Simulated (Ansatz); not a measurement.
```yaml
crystal:
  lattice:
    - [4.4593662214, 0.0, 0.0]
    - [0.0, 5.4426220593, 0.0]
    - [0.0, 0.0, 3.397650581]
  atoms:
    - { symbol: Fe, position: [0.0, 0.0, 0.0], spin: 4.0 }
    - { symbol: Fe, position: [0.5, 0.5, 0.5], spin: 4.0 }
    - { symbol: S, position: [0.2004, 0.3787, 0.0] }
    - { symbol: S, position: [0.7996, 0.6213, 0.0] }
    - { symbol: S, position: [0.7004, 0.1213, 0.5] }
    - { symbol: S, position: [0.2996, 0.8787, 0.5] }
basis:
  ecutwfc: 420
  ecutrho_ratio: 4
kpoints:
  mp_grid: { grid: [4, 4, 6] }
hamiltonian:
  xc: pbe
scf:
  occupations: { method: gaussian, width: 0.05 }
output:
  forces: true
  stress: true
  eigenvalues: true
  populations: true
magnetization:
  spin_polarized: true
relax:
  f_tol: 0.03
  max_steps: 60
  cell: { stress_tol: 0.3 }
```

Q: What does this Ansatz input ask for?

A: It asks for a full relaxation of cell and atoms of FeS2 with PBE (scalar-relativistic), a cutoff of 420 eV (density cutoff 4 times that), a Γ-centred 4×4×6 mesh and Gaussian smearing of 0.05 eV, with collinear spin, starting moments 4.00, 4.00, 0.00, 0.00, 0.00, 0.00 μB on the atoms in order. Stop at forces under 0.03 eV/Å and stress under 0.3 GPa, or after 60 steps. Forces, stress and eigenvalues are wanted, and also Löwdin populations.

Q: How large is the problem?

A: 56 valence electrons, 1603 plane waves at Γ (in the final cell), 8 symmetry operations and 36 irreducible k-points; it took 46 SCF iterations in all.

Launched as:
```sh
ansatz run input.yaml --threads 4 --pin off --max-ram 7168MiB --backend cpu --events-out ev --progress --plain --runs-dir out
```

Q: About how long does the run take on 4 threads of Arm Neoverse V2 (shared host), and how much memory does it need?

A: About 20 s, with a peak of 0.53 GiB.

The chain of runs began from a cell as deposited in COD, expanded in volume.
